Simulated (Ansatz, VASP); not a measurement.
**B: VASP beside Ansatz**

File INCAR:

```
SYSTEM = B
PREC = Accurate ; ENCUT = 600
EDIFF = 1E-6 ; ISMEAR = -1
SIGMA = 0.1 ; LREAL = .FALSE.
LASPH = .TRUE. ; NELM = 80
ALGO = Normal ; ISIF = 3
LWAVE = .FALSE. ; LCHARG = .FALSE.
GGA = RE ; IBRION = 2
NSW = 80 ; EDIFFG = -0.01
```

Contents of KPOINTS:

```
Automatic mesh
0
G
  16 16 16
  0 0 0
```

Contents of POSCAR:

```
B
1.0
    1.9200471483      0.0000000000      0.0000000000
    0.0000000000      1.9200471483      0.0000000000
    0.0000000000      0.0000000000      1.9200471483
B
1
Direct
    0.0000000000      0.0000000000      0.0000000000
```

Input for Ansatz:

```yaml
crystal:
  lattice:
    - [1.9200471483, 0.0, 0.0]
    - [0.0, 1.9200471483, 0.0]
    - [0.0, 0.0, 1.9200471483]
  atoms:
    - { symbol: B, position: [0.0, 0.0, 0.0] }
hamiltonian:
  xc: revpbe
  pseudopotentials:
    kind: paw
    azcp:
      B: "pseudopotentials/B.paw.azcp"
basis:
  ecutwfc: 420
  fft_grid_basis: typed
kpoints:
  mp_grid: { grid: [16, 16, 16], shift: [0, 0, 0] }
magnetization:
  spin_polarized: false
scf:
  occupations: { method: fermi_dirac, width: 0.1 }
relax:
  max_steps: 60
  f_tol: 0.01
  cell: {}
```

The cell was built by a generator and needn't be a form met in nature.

Alike in both runs: task relaxation of cell and atoms; functional revPBE; k mesh 16 × 16 × 16; occupations fermi-dirac, width 0.1 eV; no spin polarisation.

|  | VASP | Ansatz |
| --- | --- | --- |
| version | VASP 6.6.1 | Ansatz 0.2.0 |
| potentials or method | VASP PAW PBE potentials, release 64 (B) | plane waves (420 eV) with PAW, scalar-relativistic |
| plane-wave cutoff (eV) | 600 | 420 |
| valence electrons in the cell | 3 | 3 |

|  | VASP | Ansatz | Ansatz less VASP |
| --- | --- | --- | --- |
| relaxed volume (Å³/atom) | 6.77 | 6.77 | +0.003 |
| relaxed cell length with the largest relative difference (Å) | 1.892 | 1.892 | +0.0003 |
| energy change over the relaxation (meV/atom) | -10 | -9 | +0.2 |

Caveats: the PAW data sets were made with another functional, which shifts forces and pressure a little (VASP).
